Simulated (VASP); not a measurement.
# Mo: single point with PBE

The system is Mo.

```
CELL_PARAMETERS angstrom
-1.56524 1.56524 1.56524
1.56524 -1.56524 1.56524
1.56524 1.56524 -1.56524
ATOMIC_POSITIONS crystal
Mo 0.00000 0.00000 0.00000
```

The cell isn't the ideal one: a relaxed cell with its volume scaled by 0.97.

```json
{
 "Program": "VASP 6.6.1",
 "Task": "single point",
 "Functional": "PBE",
 "Potentials or basis": "VASP PAW PBE potentials, release 64 (Mo_sv)",
 "Cutoff": "520 eV",
 "k mesh": "18 × 18 × 18",
 "Occupations": "gaussian, width 0.1 eV",
 "Spin": "no spin polarisation"
}
```

```yaml
Pressure: 8.5 GPa
Band_gap_on_the_k_mesh: none (metal or under the smearing width)
```

Levels at points of the mesh, in eV from the Fermi level:
```tsv
k point	band 5	band 6	band 7	band 8	band 9	band 10
(0.00, 0.00, 0.00)	-7.32	-1.43	-1.43	-1.43	1.67	1.67
(0.50, 0.00, 0.00)	-5.46	-3.52	1.67	1.71	2.36	4.85
(0.50, 0.50, 0.50)	-5.61	-5.61	4.06	4.06	4.06	9.19
```

It took 19 s on 1 thread of Intel(R) Xeon(R) Platinum 8259CL CPU @ 2.50GHz (Skylake/Cascade Lake) (shared host), peak memory 0.15 GiB.
